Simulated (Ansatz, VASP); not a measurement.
# Two plane-wave programs on SiC

```
CELL_PARAMETERS angstrom
0.00000 2.17814 2.23260
2.17814 0.00000 2.23260
2.17814 2.17814 0.00000
ATOMIC_POSITIONS crystal
Si 0.00000 0.00000 0.00000
C 0.75000 0.75000 0.75000
```

Change from the starting cell: strain +0.000 along x and y, +0.025 along z, atoms carried along.

Alike in both runs: task single point; functional r2SCAN; k mesh 10 × 10 × 10; occupations gaussian, width 0.05 eV; no spin polarisation.

|  | VASP | Ansatz |
| --- | --- | --- |
| version | VASP 6.6.1 | Ansatz 0.2.0 |
| potentials or method | VASP PAW PBE potentials, release 64 (Si, C) | scalar-relativistic, plane waves, PAW |
| plane-wave cutoff (eV) | 520 | 500 |
| valence electrons in the cell | 8 | 8 |

|  | VASP | Ansatz | Ansatz less VASP |
| --- | --- | --- | --- |
| gap on the k mesh at the Fermi level (eV) | 1.61 | 1.60 | -0.010 |
| least direct gap on the mesh (eV) | 5.00 | 4.99 | -0.013 |
| pressure (GPa) | -5.5 | -5.4 | +0.15 |
| largest component of the traceless stress (GPa) | 4.82 | 4.80 | -0.019 |

Caveats: the PAW data sets were made with another functional, which shifts forces and pressure a little (VASP). A k mesh can miss the band edges.
